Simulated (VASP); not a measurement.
# InPd (Pm-3m) in VASP: further runs

The runs below take InPd through single point, with r2SCAN.

All numbers are computed with VASP 6.6.1; they aren't measurements. Logs are shortened: lines on timing, memory, paths and dates and some standing lists are left out, and cuts for length are marked.

## 1. The crystal as given

It takes space group Pm-3m (No. 221, cubic). The conventional cell has a = 3.272 Å, b = 3.272 Å, c = 3.272 Å, α = 90.00°, β = 90.00°, γ = 90.00°. Around In (site symmetry m-3m) lie 8 Pd at 2.83 Å. Pd (site symmetry m-3m) is surrounded by 8 In at 2.83 Å.

The cell comes from a database or a generator and needn't be the stable form of this composition.

## 2. Single point, r2SCAN

INCAR reads:

```
  PREC = Accurate
  ENCUT = 500
  EDIFF = 1E-6
  ISMEAR = 0
  SIGMA = 0.15
  LREAL = F
  LASPH = T
  NELM = 100
  ALGO = Normal
  ISIF = 2
  LWAVE = F
  LCHARG = F
  METAGGA = R2SCAN
  LMIXTAU = T
  ADDGRID = F
```

KPOINTS reads:

```
regular mesh
0
Gamma
  2 2 2
```

POSCAR reads:

```
InPd
1.0
    3.2718847800      0.0000000000      0.0000000000
    0.0000000000      3.2718847800      0.0000000000
    0.0000000000      0.0000000000      3.2718847800
In Pd
1 1
Direct
    0.0076950000     -0.0345290000      0.0307480000
    0.5133770000      0.5169540000      0.5028010000
```

Potentials or basis: VASP PAW PBE potentials, release 64 (In_d, Pd).

Command:

```sh
$ cat potpaw_PBE.64/In_d/POTCAR potpaw_PBE.64/Pd/POTCAR > POTCAR
$ mpirun -np 1 vasp_std > vasp.out
```

OUTCAR:

```text
PREC = Accurate
   ENCUT = 500
   EDIFF = 1E-6
   ISMEAR = 0
   LREAL = F
   LASPH = T
   NELM = 100
   ISIF = 2
   METAGGA = R2SCAN

 Found      8 irreducible k-points:

 Following reciprocal coordinates:
            Coordinates               Weight
  0.000000  0.000000  0.000000      1.000000
  0.500000  0.000000  0.000000      1.000000
  0.000000  0.500000  0.000000      1.000000
  0.000000  0.000000  0.500000      1.000000
  0.500000  0.500000  0.000000      1.000000
  0.000000  0.500000  0.500000      1.000000
   k-points           NKPTS =      8   k-points in BZ     NKDIM =      8   number of bands    NBANDS=     15
   number of dos      NEDOS =    301   number of ions     NIONS =      2
   total plane-waves  NPLWV =  13824
   dimension x,y,z NGX =    24 NGY =   24 NGZ =   24
   dimension x,y,z NGXF=    48 NGYF=   48 NGZF=   48
   ions per type =               1   1
   NGX,Y,Z   is equivalent  to a cutoff of  12.19, 12.19, 12.19 a.u.
   NGXF,Y,Z  is equivalent  to a cutoff of  24.39, 24.39, 24.39 a.u.
 SYSTEM =  unknown system
   PREC   = accura    normal or accurate (medium, high low for compatibility)
   ISTART =      0    job   : 0-new  1-cont  2-samecut
   ICHARG =      2    charge: 1-file 2-atom 10-const
   ISPIN  =      1    spin polarized calculation?
   LNONCOLLINEAR =      F non collinear calculations
   LSORBIT =      F    spin-orbit coupling
   LASPH  =      T    aspherical Exc in radial PAW
   ENCUT  =  500.0 eV  36.75 Ry    6.06 a.u.   5.97  5.97  5.97*2*pi/ulx,y,z
   NELM   =    100;   NELMIN=  2; NELMDL= -5     # of ELM steps
   EDIFF  = 0.1E-05   stopping-criterion for ELM
   LREAL  =      F    real-space projection
   EDIFFG = 0.1E-04   stopping-criterion for IOM
   NSW    =      0    number of steps for IOM
   IBRION =     -1    ionic relax: 0-MD 1-quasi-New 2-CG
   NFREE  =      0    steps in history (QN), initial steepest desc. (CG)
   ISIF   =      2    stress and relaxation
   ISYM   =      2    0-nonsym 1-usesym 2-fastsym
   POTIM  = 0.5000    time-step for ionic-motion
   TEBEG  =    0.0;   TEEND  =   0.0 temperature during run
   PSTRESS=    0.0 pullay stress
   NELECT =      23.0000    total number of electrons
   NUPDOWN=      -1.0000    fix difference up-down
   EMIN   =  10.00;   EMAX   =-10.00  energy-range for DOS
   EFERMI =   0.00;   METHOD = LEGACY
   ISMEAR =     0;   SIGMA  =   0.15  broadening in eV -4-tet -1-fermi 0-gaus
   EFERMI_NEDOS =   21; number of points for ismear=-14 and -15
   IALGO  =     38    algorithm
   IMIX   =      4    mixing-type and parameters
     AMIX     =   0.40;   BMIX     =  1.00
     AMIX_MAG =   1.60;   BMIX_MAG =  1.00
  volume/ion in A,a.u.               =      17.51       118.18
  Fermi-wavevector in a.u.,A,eV,Ry     =   1.422938  2.688964 27.548447  2.024754
  Thomas-Fermi vector in A             =   2.543589
   LORBIT       =      0    0 simple, 1 ext, 2 COOP (PROOUT), +10 PAW based schemes
   METAGGA = R2SCAN    functional components
   LHFCALC =     F    Hartree Fock is set to
   AEXX    =    0.0000 exact exchange contribution
   IVDW    =     0    specifies the selected vdW correction
   LEPSILON=     F    determine dielectric tensor
   LRPA    =     F    only Hartree local field effects (RPA)
 non-spin polarized calculation
 Gauss-broadening in eV      SIGMA  =   0.15
  energy-cutoff  :      500.00
  volume of cell :       35.03
 maximum number of plane-waves:       912
 NGX is ok and might be reduce to    24
   NGX = 11   NGY = 11   NGZ = 11

 number of electron      23.0000015 magnetization

 Free energy of the ion-electron system (eV)
  ---------------------------------------------------
  ext. energy  EPLUGINS =         0.00000000
  ---------------------------------------------------
  free energy    TOTEN  =       -46.62493123 eV

  energy without entropy =      -46.59625308  energy(sigma->0) =      -46.61059215

 E-fermi :   9.0104     XC(G=0): -13.2815

 val. band max:        8.9829360890   @ k =   0.0000   0.5000   0.0000
 cond. band min:      10.7686146415   @ k =   0.5000   0.5000   0.5000
 fundamental gap:      1.7856785525
 Fermi energy:         9.0103989647

 k-point     1 :       0.0000    0.0000    0.0000
  band No.  band energies     occupation
      1      -5.0967      2.00000
      2      -5.0965      2.00000
      3      -4.6898      2.00000
      4      -4.6714      2.00000
      5      -4.6631      2.00000
      6      -0.0635      2.00000
      7       6.1235      2.00000
      8       6.1598      2.00000
      9       7.7035      2.00000
     10       7.7066      2.00000
     11       7.7227      2.00000
     12      14.9369      0.00000
     13      14.9764      0.00000
     14      15.0759      0.00000
     15      20.4400      0.00000

 k-point     2 :       0.5000    0.0000    0.0000
  band No.  band energies     occupation
      1      -5.0390      2.00000
      2      -4.7986      2.00000
      3      -4.7825      2.00000
      4      -4.7232      2.00000
      5      -4.6454      2.00000
      6       3.6246      2.00000
      7       4.0738      2.00000
      8       6.1989      2.00000
      9       6.7513      2.00000
     10       6.7915      2.00000
     11       7.6706      2.00000
     12       8.9500      1.43083
     13      19.7187      0.00000
     14      20.2955      0.00000
     15      21.2319      0.00000

 k-point     3 :       0.0000    0.5000    0.0000
  band No.  band energies     occupation
      1      -5.0356      2.00000
      2      -4.7879      2.00000
      3      -4.7851      2.00000
      4      -4.7315      2.00000
      5      -4.6459      2.00000
      6       3.5043      2.00000
      7       4.1946      2.00000
      8       6.1966      2.00000
      9       6.7438      2.00000
     10       6.7579      2.00000
     11       7.6598      2.00000
     12       8.9829      1.20430
     13      20.0262      0.00000
     14      20.3113      0.00000
     15      20.7784      0.00000

 k-point     4 :       0.0000    0.0000    0.5000
  band No.  band energies     occupation
      1      -5.0382      2.00000
      2      -4.7918      2.00000
      3      -4.7877      2.00000
      4      -4.7254      2.00000
      5      -4.6452      2.00000
      6       3.5850      2.00000
      7       4.1138      2.00000
      8       6.1980      2.00000
      9       6.7415      2.00000
     10       6.7895      2.00000
     11       7.6677      2.00000
     12       8.9601      1.36487
     13      19.7300      0.00000
     14      20.4562      0.00000
     15      20.9720      0.00000

 k-point     5 :       0.5000    0.5000    0.0000
  band No.  band energies     occupation
      1      -5.0495      2.00000
      2      -4.8972      2.00000
      3      -4.8259      2.00000
      4      -4.8214      2.00000
      5      -4.4464      2.00000
      6       3.9466      2.00000
      7       6.4502      2.00000
      8       7.2603      2.00000
      9       7.2872      2.00000
     10       7.9707      2.00000
     11       8.0473      2.00000
     12       8.2844      2.00000
     13      11.8847      0.00000
     14      12.9005      0.00000
     15      20.6776      0.00000

 k-point     6 :       0.0000    0.5000    0.5000
  band No.  band energies     occupation
      1      -5.0495      2.00000
      2      -4.8979      2.00000
      3      -4.8372      2.00000
      4      -4.8147      2.00000
      5      -4.4480      2.00000
      6       3.9619      2.00000
      7       6.4351      2.00000
      8       7.2874      2.00000
      9       7.3166      2.00000
     10       7.9449      2.00000
     11       8.0376      2.00000
     12       8.2836      2.00000
     13      11.8765      0.00000
     14      12.8997      0.00000
     15      20.6579      0.00000

 [... further k-points ...]

------------------------ aborting loop because EDIFF is reached ----------------------------------------

  FORCE on cell =-STRESS in cart. coord.  units (eV):
  Direction    XX          YY          ZZ          XY          YZ          ZX
  --------------------------------------------------------------------------------------
  -------------------------------------------------------------------------------------
  Total       -0.1171139     -0.6415536     -0.2780475      0.0689539     -0.3268131     -0.0407699
  in kB       -5.3570412    -29.3460391    -12.7184925      3.1541016    -14.9491329     -1.8649044
  external PRESSURE =     -15.8071909 kB  Pullay stress =       0.0000000 kB

 VOLUME and BASIS-vectors are now :
 -----------------------------------------------------------------------------
  energy-cutoff  :      500.00
  volume of cell :       35.03
      direct lattice vectors                 reciprocal lattice vectors
     3.271884780  0.000000000  0.000000000     0.305634234  0.000000000  0.000000000
     0.000000000  3.271884780  0.000000000     0.000000000  0.305634234  0.000000000
     0.000000000  0.000000000  3.271884780     0.000000000  0.000000000  0.305634234

 POSITION                                       TOTAL-FORCE (eV/Angst)
 -----------------------------------------------------------------------------------
      0.02518      3.15891      0.10060         0.110884      0.888536     -0.524326
      1.67971      1.69141      1.64511        -0.110884     -0.888536      0.524326
 -----------------------------------------------------------------------------------
    total drift:                                0.000878      0.001166     -0.000048

  FREE ENERGIE OF THE ION-ELECTRON SYSTEM (eV)
  ---------------------------------------------------
  free  energy   TOTEN  =       -46.6249312254 eV

  energy  without entropy=      -46.5962530760  energy(sigma->0) =      -46.61059215
```

It took 11 s on 1 thread of Intel Xeon 6975P-C (Granite Rapids), shared host; peak memory 0.14 GiB.

These settings aren't checked as converged: the numbers below hold their error.

What came out:

```yaml
Free_energy: -46.6249 eV
Pressure: -1.6 GPa
Largest_force: 1.038 eV/Å
Band_gap_on_the_k_mesh: none (metal or under the smearing width)
```

Caveat: the k mesh is coarse (spacing up to 0.96 Å⁻¹), so the values aren't converged; the PAW data sets were made with another functional, which shifts forces and pressure a little.

(Continued in part 2 of 2.)
